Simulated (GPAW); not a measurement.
# V (Im-3m) in GPAW: a series of runs

One crystal, V, is run at these levels: RPBE, revPBE, BLYP, PBE; tasks: single point, relaxation of cell and atoms.

All numbers are computed with GPAW 26.7.0; they aren't measurements. Logs are shortened: lines on timing, memory, paths and dates and some standing lists are left out, and cuts for length are marked. The log counts tension as positive stress, the text compression.

### Step 1. The crystal as given

Symmetry: Im-3m, No. 229, cubic system. The conventional cell has a = 3.029 Å, b = 3.029 Å, c = 3.029 Å, α = 90.00°, β = 90.00°, γ = 90.00°. Around V (site symmetry m-3m) lie 8 V at 2.62 Å.

### Step 2. Single point, RPBE, collinear spin, ferromagnetic start

run.py reads:

```python
from ase.dft.bandgap import bandgap
from ase.io import read, write
from ase.units import GPa
from gpaw import GPAW, PW

atoms = read('V.xyz')
atoms.set_initial_magnetic_moments([2.0])

calc = GPAW(mode=PW(600),
            xc='RPBE',
            kpts={'size': (12, 12, 12), 'gamma': True},
            occupations={'name': 'methfessel-paxton', 'order': 0, 'width': 0.1},
            nbands=15,
            convergence={'density': 1e-05, 'energy': 1e-05},
            maxiter=150,
            txt='gpaw.txt')
atoms.calc = calc
energy = atoms.get_potential_energy()
forces = atoms.get_forces()
stress = atoms.get_stress()
calc.write('gs.gpw')
write('result.traj', atoms)
print(f'Energy: {energy:.6f} eV')
print('Forces (eV/A):')
print(forces.round(4))
print('Stress (GPa):', (stress / GPa).round(3))
print('Moments:', calc.get_magnetic_moments().round(3))
print('Fermi level:', round(calc.get_fermi_level(), 4), 'eV')
print(f'Gap: {bandgap(calc)[0]:.4f} eV, direct: {bandgap(calc, direct=True)[0]:.4f} eV')
```

V.xyz reads:

```xyz
1
Lattice="-1.5143500000 1.5143500000 1.5143500000 1.5143500000 -1.5143500000 1.5143500000 1.5143500000 1.5143500000 -1.5143500000" Properties=species:S:1:pos:R:3 pbc="T T T"
V      0.0000000000      0.0000000000      0.0000000000
```

Potentials or basis: the program's PAW data sets (release 1.2.1) made for this functional, pw.

Run with:

```sh
$ OMP_NUM_THREADS=1 python run.py
```

gpaw.txt:

```text
__  _  _
 | _ |_)|_||  |
 |__||  | ||/\| - 26.7.0

Input parameters:
  mode=PW(ecut=600.0),
  convergence={'density': 1e-05, 'energy': 1e-05},
  kpts=MonkhorstPack(size=(12, 12, 12), gamma=True),
  maxiter=150,
  nbands=15,
  occupations=Occupations(name='methfessel-paxton', order=0, width=0.1),
  xc=XC(name='RPBE')

Diagonalizing LCAO Hamiltonian
Converting LCAO to pw mode

       V

Atoms  # Å, Bohr magnetons
|   | symbol |        x |        y |        z |    initial magnetic moments |
|---|--------|----------|----------|----------|-----------------------------|
| 0 |      V | 0.000000 | 0.000000 | 0.000000 | ( 0.0000,  0.0000,  2.0000) |

Unit cell  # Å
| periodic |         x |         y |         z |  lengths |     angles |
|----------|-----------|-----------|-----------|----------|------------|
|      yes | -1.514350 |  1.514350 |  1.514350 | 2.622931 | 109.471221 |
|      yes |  1.514350 | -1.514350 |  1.514350 | 2.622931 | 109.471221 |
|      yes |  1.514350 |  1.514350 | -1.514350 | 2.622931 | 109.471221 |

Number of symmetries: 48
Symmetry operations  # r_c * U_cc + t_c -> r_c
|    | kind |            matrix            |
|----|------|------------------------------|
|  0 |  σ   |  1, 1, 1,  0, 0,-1,  0,-1, 0 |
|  1 |  C4  |  1, 1, 1,  0, 0,-1, -1, 0, 0 |
|  2 |  C2  |  1, 1, 1,  0,-1, 0,  0, 0,-1 |
|  3 |  S6  |  1, 1, 1,  0,-1, 0, -1, 0, 0 |
|  4 |  S6  |  1, 1, 1, -1, 0, 0,  0, 0,-1 |
|  5 |  C4  |  1, 1, 1, -1, 0, 0,  0,-1, 0 |
|  6 |  E   |  1, 0, 0,  0, 1, 0,  0, 0, 1 |
|  7 |  σ   |  1, 0, 0,  0, 1, 0, -1,-1,-1 |
|  8 |  σ   |  1, 0, 0,  0, 0, 1,  0, 1, 0 |
|  9 |  C3  |  1, 0, 0,  0, 0, 1, -1,-1,-1 |
| 10 |  C3  |  1, 0, 0, -1,-1,-1,  0, 1, 0 |
| 11 |  σ   |  1, 0, 0, -1,-1,-1,  0, 0, 1 |
| 12 |  σ   |  0, 1, 0,  1, 0, 0,  0, 0, 1 |
| 13 |  C2  |  0, 1, 0,  1, 0, 0, -1,-1,-1 |
| 14 |  C3  |  0, 1, 0,  0, 0, 1,  1, 0, 0 |
| 15 |  S4  |  0, 1, 0,  0, 0, 1, -1,-1,-1 |
| 16 |  S4  |  0, 1, 0, -1,-1,-1,  1, 0, 0 |
| 17 |  C3  |  0, 1, 0, -1,-1,-1,  0, 0, 1 |
| 18 |  C3  |  0, 0, 1,  1, 0, 0,  0, 1, 0 |
| 19 |  S4  |  0, 0, 1,  1, 0, 0, -1,-1,-1 |
| 20 |  σ   |  0, 0, 1,  0, 1, 0,  1, 0, 0 |
| 21 |  C3  |  0, 0, 1,  0, 1, 0, -1,-1,-1 |
| 22 |  C2  |  0, 0, 1, -1,-1,-1,  1, 0, 0 |
| 23 |  S4  |  0, 0, 1, -1,-1,-1,  0, 1, 0 |
| 24 |  C4  |  0, 0,-1,  1, 1, 1,  0,-1, 0 |
| 25 |  σ   |  0, 0,-1,  1, 1, 1, -1, 0, 0 |
| 26 |  S6  |  0, 0,-1,  0,-1, 0,  1, 1, 1 |
| 27 |  C2  |  0, 0,-1,  0,-1, 0, -1, 0, 0 |
| 28 |  C4  |  0, 0,-1, -1, 0, 0,  1, 1, 1 |
| 29 |  S6  |  0, 0,-1, -1, 0, 0,  0,-1, 0 |
| 30 |  S6  |  0,-1, 0,  1, 1, 1,  0, 0,-1 |
| 31 |  C4  |  0,-1, 0,  1, 1, 1, -1, 0, 0 |
| 32 |  C4  |  0,-1, 0,  0, 0,-1,  1, 1, 1 |
| 33 |  S6  |  0,-1, 0,  0, 0,-1, -1, 0, 0 |
| 34 |  σ   |  0,-1, 0, -1, 0, 0,  1, 1, 1 |
| 35 |  C2  |  0,-1, 0, -1, 0, 0,  0, 0,-1 |
| 36 |  C2  | -1, 0, 0,  1, 1, 1,  0, 0,-1 |
| 37 |  S6  | -1, 0, 0,  1, 1, 1,  0,-1, 0 |
| 38 |  S6  | -1, 0, 0,  0, 0,-1,  1, 1, 1 |
| 39 |  C2  | -1, 0, 0,  0, 0,-1,  0,-1, 0 |
| 40 |  C2  | -1, 0, 0,  0,-1, 0,  1, 1, 1 |
| 41 |  i   | -1, 0, 0,  0,-1, 0,  0, 0,-1 |
| 42 |  S4  | -1,-1,-1,  1, 0, 0,  0, 1, 0 |
| 43 |  C3  | -1,-1,-1,  1, 0, 0,  0, 0, 1 |
| 44 |  C3  | -1,-1,-1,  0, 1, 0,  1, 0, 0 |
| 45 |  σ   | -1,-1,-1,  0, 1, 0,  0, 0, 1 |
| 46 |  S4  | -1,-1,-1,  0, 0, 1,  1, 0, 0 |
| 47 |  C2  | -1,-1,-1,  0, 0, 1,  0, 1, 0 |

BZ-sampling:
  Number of BZ points: 1728
  Number of IBZ points: 72

  Monkhorst-Pack size: [12, 12, 12]
  Monkhorst-Pack shift: [0.041666666666666664, 0.041666666666666664, 0.041666666666666664]

K-points  # in reciprocal-cell coordinates
|     |                                coordinates |     weight |
|-----|--------------------------------------------|------------|
|   0 | ( -0.00000000,  -0.00000000,  -0.00000000) | 0.00057870 |
|   1 | (  0.08333333,  -0.00000000,  -0.00000000) | 0.00694444 |
|   2 | (  0.08333333,   0.08333333,  -0.08333333) | 0.00347222 |
|   3 | (  0.16666667,  -0.00000000,  -0.08333333) | 0.01388889 |
|   4 | (  0.16666667,  -0.00000000,  -0.00000000) | 0.00694444 |
|   5 | (  0.16666667,   0.08333333,  -0.08333333) | 0.01388889 |
|   6 | (  0.16666667,   0.16666667,  -0.16666667) | 0.00347222 |
|   7 | (  0.25000000,  -0.08333333,  -0.08333333) | 0.00462963 |
|   8 | (  0.25000000,  -0.00000000,  -0.08333333) | 0.02777778 |
|   9 | (  0.25000000,  -0.00000000,  -0.00000000) | 0.00694444 |
| ... |                                            |            |
|  71 | (  0.50000000,   0.50000000,   0.50000000) | 0.00057870 |

Plane wave coefficients: 476
Cutoff: 600.0 eV

Spin-components: 2 (collinear spins)
Bands:           15
Projectors:      6
Spin-degeneracy: 1
Datatype:        complex128

Parallelization:
  kpt:    1
  domain: 1
  band:   1

Density:
  Valence electrons: 13.0
  Components: 2
  Grid points: [15 15 15]
  Charge: 0.0  # |e|

Potential:
  Grid points: [15 15 15]

species:
  V:
    name:    Vanadium
    Z:       23.0
    valence: 13
    core:    10
    charge:  0.0  # [|e|]
    compensation charges:
      type: gauss
      rc: 0.37  # [Å]
      lmax: 2
    cutoffs:
      filter: 2.14  # [Å]
      core: 0.96  # [Å]
    projectors
    | kind |    occ | energy [eV] | rcut [Å] |
    |------|--------|-------------|----------|
    |   3s |  2.000 |     -70.322 |    1.254 |
    |   4s |  2.000 |      -4.648 |    1.254 |
    |   3p |  6.000 |     -44.073 |    1.281 |
    |   4p |  0.000 |      -1.446 |    1.281 |
    |   3d |  3.000 |      -5.111 |    1.169 |
    |    d |        |      22.100 |    1.169 |

    Using partial waves for V as LCAO basis

Reference energy: -25825.386747  # eV

eigensolver:
  PPCG
  Converge bands: occupied
  niter=2

density mixing:
  MSR1-Mixer
  Pratt-step length: 0.05
  Maximum mixing coefficient: 0.75
  Old densities: 10
  SVD Regularization: 0.005
  Good broyden scale: 1.0
  Trust region scale: 1.0
  Backstep threshold: 4.0
  History deletion threshold: 6.0
  Fourier metric: weight=20.0, sigma=0.015

occupation numbers:
  Methfessel-Paxton:
    width: 0.1000  # eV
    order: 0

poisson solver:
  ecut: 4800.0  # eV

xc functional:
  name: RPBE with 2 nearest neighbor stencil

convergence criteria:
- Maximum integral of absolute [dens]ity change: 1e-05 electrons / valence electron
- Maximum [total energy] change in last 3 cyles: 1e-05 eV / valence electron
- Maximum integral of absolute [eigenst]ate change: 4e-08 eV^2 / valence electron
maximum number of iterations: 150

SCF iterations
|iter     | |      energy | eigst |  dens |  magmom |
|---------|-|-------------|-------|-------|---------|
|iter:   1| |   -7.961293 | +0.30 |       |  +2.0078|
|iter:   2| |   -7.895558 | -2.53 | -0.82 |  +1.9491|
|iter:   3| |   -7.928335 | -1.92 | -0.86 |  +1.2064|
|iter:   4| |   -7.996504 | -3.44 | -1.33 |  +0.8526|
|iter:   5| |   -8.014586 | -3.39 | -1.63 |  +0.5435|
|iter:   6| |   -8.017307 | -4.34 | -2.16 |  +0.4320|
|iter:   7| |   -8.022647 | -3.41 | -2.31 |  +0.2117|
|iter:   8| |   -8.023745 | -3.98 | -2.67 |  +0.1459|
|iter:   9| |   -8.024159 | -4.05 | -2.88 |  +0.0802|
|iter:  10| |   -8.024217 | -4.72 | -3.19 |  +0.0396|
|iter:  11| |   -8.024226c| -5.54 | -3.49 |  +0.0214|
|iter:  12| |   -8.024229c| -5.83 | -3.76 |  +0.0092|
|iter:  13| |   -8.024230c| -6.23 | -4.12 |  +0.0018|
|iter:  14| |   -8.024230c| -7.15 | -4.77 |  -0.0006|
|iter:  15| |   -8.024230c| -8.17c| -5.22c|  -0.0001|

Converged in 15 steps
Energy contributions relative to reference atoms: (reference = -25825.386747)

Energy contributions:
  Kinetic:          -3.205432
  Coulomb:           2.148276
  Zero:              0.157131
  External:          0.000000
  Xc:               -7.118761
  Entropy:          -0.010888
  Spinorbit:         0.000000
  ----------------------------
  Free energy:      -8.029674
  Extrapolated:     -8.024230

dipole moment: (-3.656243, -3.656243, -3.656243)  # |e|*Ang

Total magnetic moment: (0.000000, 0.000000, -0.000063)

Local magnetic moments
|        x |        y |         z |
|----------|----------|-----------|
| 0.000000 | 0.000000 | -0.000051 |  # V    0

Fermi level: 9.227
Eigenvalues  # (at kpt = [-0.000, -0.000, -0.000])
| band index |      eig [eV] | occ [0-1] |      eig [eV] | occ [0-1] |
|------------|---------------|-----------|---------------|-----------|
|          0 |       -54.681 |     1.000 |       -54.681 |     1.000 |
|          1 |       -27.980 |     1.000 |       -27.980 |     1.000 |
|          2 |       -27.980 |     1.000 |       -27.980 |     1.000 |
|          3 |       -27.980 |     1.000 |       -27.980 |     1.000 |
|          4 |         2.732 |     1.000 |         2.732 |     1.000 |
|          5 |         9.651 |     0.000 |         9.651 |     0.000 |
|          6 |         9.651 |     0.000 |         9.651 |     0.000 |
|          7 |         9.651 |     0.000 |         9.651 |     0.000 |
|          8 |        11.563 |     0.000 |        11.563 |     0.000 |
|          9 |        11.563 |     0.000 |        11.563 |     0.000 |
|         10 |        29.717 |     0.000 |        29.717 |     0.000 |
|         11 |        29.717 |     0.000 |        29.717 |     0.000 |
|         12 |        29.717 |     0.000 |        29.717 |     0.000 |
|        ... |               |           |               |           |
|         14 |        35.999 |     0.000 |        35.999 |     0.000 |

No gap
No difference between direct/indirect transitions

Forces  # eV/Ang
|       x |       y |        z |
|---------|---------|----------|
| 0.00000 | 0.00000 | -0.00000 |  # V    0

Stress tensor  # eV/Ang^3
|         x |         y |         z |
|-----------|-----------|-----------|
| -0.001854 |  0.000000 | -0.000000 |
|  0.000000 | -0.001854 | -0.000000 |
| -0.000000 | -0.000000 | -0.001854 |

# Writing to gs.gpw (mode='')
```

It took 29 s on 1 thread of Arm Neoverse V1, shared host; peak memory 0.15 GiB.

What came out:

| Property | Result |
| --- | --- |
| Free energy | -8.0297 eV |
| Pressure | 0.3 GPa |
| Band gap on the k mesh | none (metal or under the smearing width) |
| Net moment | 0.00 μB per cell |

Levels at points of the mesh, in eV from the Fermi level:
Spin up:
| k point | band 2 | band 3 | band 4 | band 5 | band 6 | band 7 | band 8 | band 9 | band 10 | band 11 |
| --- | --- | --- | --- | --- | --- | --- | --- | --- | --- | --- |
| (0.00, 0.00, 0.00) | -37.21 | -37.21 | -37.21 | -6.49 | 0.42 | 0.42 | 0.42 | 2.34 | 2.34 | 20.49 |
| (0.50, 0.50, 0.00) | -38.01 | -37.46 | -37.21 | -3.02 | -1.04 | 1.51 | 2.34 | 2.68 | 3.96 | 9.86 |
| (0.50, 0.50, 0.50) | -37.76 | -37.76 | -37.76 | -2.81 | -2.81 | 3.59 | 3.59 | 3.59 | 9.96 | 9.96 |
Spin down:
| k point | band 4 | band 5 | band 6 | band 7 | band 8 | band 9 |
| --- | --- | --- | --- | --- | --- | --- |
| (0.00, 0.00, 0.00) | -37.21 | -6.49 | 0.42 | 0.42 | 0.42 | 2.34 |
| (0.50, 0.50, 0.00) | -37.21 | -3.02 | -1.04 | 1.51 | 2.34 | 2.68 |
| (0.50, 0.50, 0.50) | -37.76 | -2.81 | -2.81 | 3.59 | 3.59 | 3.59 |

### Step 3. Relaxation of cell and atoms, revPBE, collinear spin, ferromagnetic start

run.py reads:

```python
from ase.filters import FrechetCellFilter
from ase.io import read, write
from ase.optimize import BFGS
from gpaw import GPAW, PW

atoms = read('V.xyz')
atoms.set_initial_magnetic_moments([2.0])

calc = GPAW(mode=PW(600),
            xc='revPBE',
            kpts={'size': (12, 12, 12), 'gamma': True},
            occupations={'name': 'fermi-dirac', 'width': 0.05},
            nbands=15,
            convergence={'density': 1e-05, 'forces': 0.0001},
            maxiter=150,
            txt='gpaw.txt')
atoms.calc = calc
opt = BFGS(FrechetCellFilter(atoms), trajectory='relax.traj', logfile='-')
done = opt.run(fmax=0.02, steps=40)
calc.write('gs.gpw')
write('result.traj', atoms)
print('Converged:', done)
print('Cell:', atoms.cell.cellpar().round(4))
print('Volume:', round(atoms.get_volume(), 4))
print(atoms.get_scaled_positions().round(5))
```

V.xyz is that of step 2.

Potentials or basis: the program's PAW data sets (release 1.2.1) made for this functional, pw.

Run with:

```sh
$ OMP_NUM_THREADS=1 python run.py
```

gpaw.txt:

```text
__  _  _
 | _ |_)|_||  |
 |__||  | ||/\| - 26.7.0

Input parameters:
  mode=PW(ecut=600.0),
  convergence={'density': 1e-05, 'forces': 0.0001},
  kpts=MonkhorstPack(size=(12, 12, 12), gamma=True),
  maxiter=150,
  nbands=15,
  occupations=Occupations(name='fermi-dirac', width=0.05),
  xc=XC(name='revPBE')

Diagonalizing LCAO Hamiltonian
Converting LCAO to pw mode

       V

Atoms  # Å, Bohr magnetons
|   | symbol |        x |        y |        z |    initial magnetic moments |
|---|--------|----------|----------|----------|-----------------------------|
| 0 |      V | 0.000000 | 0.000000 | 0.000000 | ( 0.0000,  0.0000,  2.0000) |

Unit cell  # Å
| periodic |         x |         y |         z |  lengths |     angles |
|----------|-----------|-----------|-----------|----------|------------|
|      yes | -1.514350 |  1.514350 |  1.514350 | 2.622931 | 109.471221 |
|      yes |  1.514350 | -1.514350 |  1.514350 | 2.622931 | 109.471221 |
|      yes |  1.514350 |  1.514350 | -1.514350 | 2.622931 | 109.471221 |
[... 229 lines left out ...]
Stress tensor  # eV/Ang^3
[... 251 lines left out ...]
|  0.002105 | 0.000000 | -0.000000 |
|  0.000000 | 0.002105 |  0.000000 |
| -0.000000 | 0.000000 |  0.002105 |

Forces  # eV/Ang
|        x |        y |       z |
|----------|----------|---------|
| -0.00000 | -0.00000 | 0.00000 |  # V    0

Interpolating wave functions to new cell

       V

Atoms  # Å, Bohr magnetons
|   | symbol |        x |         y |         z |    initial magnetic moments |
|---|--------|----------|-----------|-----------|-----------------------------|
| 0 |      V | 0.000000 | -0.000000 | -0.000000 | ( 0.0000,  0.0000,  0.0000) |

Unit cell  # Å
| periodic |         x |         y |         z |  lengths |     angles |
|----------|-----------|-----------|-----------|----------|------------|
|      yes | -1.511626 |  1.511626 |  1.511626 | 2.618212 | 109.471221 |
|      yes |  1.511626 | -1.511626 |  1.511626 | 2.618212 | 109.471221 |
|      yes |  1.511626 |  1.511626 | -1.511626 | 2.618212 | 109.471221 |
[... 218 lines left out ...]
No gap
No difference between direct/indirect transitions

Stress tensor  # eV/Ang^3
|         x |         y |         z |
|-----------|-----------|-----------|
| -0.000009 |  0.000000 | -0.000000 |
|  0.000000 | -0.000009 |  0.000000 |
| -0.000000 |  0.000000 | -0.000009 |

Forces  # eV/Ang
|        x |       y |       z |
|----------|---------|---------|
| -0.00000 | 0.00000 | 0.00000 |  # V    0

# Writing to gs.gpw (mode='')
```

stdout:

```text
Step          Energy          fmax
BFGS:    0       -8.126292        0.080303
BFGS:    1       -8.126476        0.029145
BFGS:    2       -8.126502        0.000122
Converged: True
Cell: [  2.6182   2.6182   2.6182 109.4712 109.4712 109.4712]
Volume: 13.8163
[[0. 0. 0.]]
```

It took 51 s on 1 thread of Arm Neoverse V1, shared host; peak memory 0.17 GiB.

What came out:

```yaml
Free_energy: -8.1265 eV
Relaxed_volume: 13.82 Å³/atom
Relaxed_cell: a = 2.618 Å, b = 2.618 Å, c = 2.618 Å, α = 109.47°, β = 109.47°, γ = 109.47°
Space_group_after_relaxing_to_0.05_Å: Im-3m (No. 229)
Energy_gained_by_relaxing: 0.2 meV/atom
Ionic_steps: 3
Pressure_after_relaxing: 0.0 GPa
Band_gap_on_the_k_mesh: none (metal or under the smearing width)
Net_moment: 0.00 μB per cell
```

Step by step:
```
step  energy change (eV)  largest force (eV/Å)  pressure (GPa)  volume (Å³)
   1              0.0000                0.0000           -0.93        13.89
   2             -0.0002                0.0000           -0.34        13.84
   3             -0.0002                0.0000            0.00        13.82
```

Final structure:
```
CELL_PARAMETERS angstrom
-1.51163 1.51163 1.51163
1.51163 -1.51163 1.51163
1.51163 1.51163 -1.51163
ATOMIC_POSITIONS crystal
V 0.00000 0.00000 0.00000
```

Caveat: each step starts from the last one's moments, so a moment once lost doesn't come back; later steps reuse the first step's grids.

### Step 4. Relaxation of cell and atoms, BLYP, collinear spin, ferromagnetic start

run.py reads:

```python
from ase.filters import FrechetCellFilter
from ase.io import read, write
from ase.optimize import FIRE
from gpaw import GPAW, PW, setup_paths

setup_paths.insert(0, '.')

atoms = read('V.xyz')
atoms.set_initial_magnetic_moments([2.0])

calc = GPAW(mode=PW(600),
            xc='BLYP',
            kpts={'size': (12, 12, 12), 'gamma': True},
            occupations={'name': 'fermi-dirac', 'width': 0.05},
            nbands=15,
            convergence={'density': 1e-05, 'forces': 0.0001},
            eigensolver='davidson',
            maxiter=150,
            txt='gpaw.txt')
atoms.calc = calc
opt = FIRE(FrechetCellFilter(atoms), trajectory='relax.traj', logfile='-')
done = opt.run(fmax=0.05, steps=100)
calc.write('gs.gpw')
write('result.traj', atoms)
print('Converged:', done)
print('Cell:', atoms.cell.cellpar().round(4))
print('Volume:', round(atoms.get_volume(), 4))
print(atoms.get_scaled_positions().round(5))
```

V.xyz is that of step 3.

Potentials or basis: PAW data sets generated in the run's folder for this functional, pw.

Run with:

```sh
$ gpaw-setup -f BLYP V
$ OMP_NUM_THREADS=1 python run.py
```

Run time: 24 s. Hardware: 1 thread of Arm Neoverse V1, shared host; peak memory 0.15 GiB.

It converged, with:

* Free energy: -7.3700 eV
* Pressure after relaxing: -0.4 GPa
* Band gap on the k mesh: none (metal or under the smearing width)
* Net moment: 0.00 μB per cell

Final structure:
```
V
1.0
    -1.51435    1.51435    1.51435
     1.51435   -1.51435    1.51435
     1.51435    1.51435   -1.51435
V
1
Direct
  0.00000 0.00000 0.00000
```

Levels at points of the mesh, in eV from the Fermi level:
Spin up:
```csv
k point,band 3,band 4,band 5,band 6,band 7,band 8,band 9,band 10
"(0.00, 0.00, 0.00)",-37.07,-37.07,-6.35,0.35,0.35,0.35,2.31,2.31
"(0.50, 0.50, 0.00)",-37.32,-37.07,-3.00,-1.09,1.72,2.29,2.64,3.91
"(0.50, 0.50, 0.50)",-37.63,-37.63,-2.78,-2.78,3.53,3.53,3.53,10.04
```
Spin down:
```tsv
k point	band 3	band 4	band 5	band 6	band 7	band 8	band 9	band 10
(0.00, 0.00, 0.00)	-37.07	-37.07	-6.35	0.35	0.35	0.35	2.31	2.31
(0.50, 0.50, 0.00)	-37.32	-37.07	-3.00	-1.09	1.72	2.29	2.64	3.91
(0.50, 0.50, 0.50)	-37.63	-37.63	-2.78	-2.78	3.53	3.53	3.53	10.04
```

Caveat: each step starts from the last one's moments, so a moment once lost doesn't come back; the relaxation stopped at its first step, so nothing moved; later steps reuse the first step's grids.

[end of part 1 of 2]
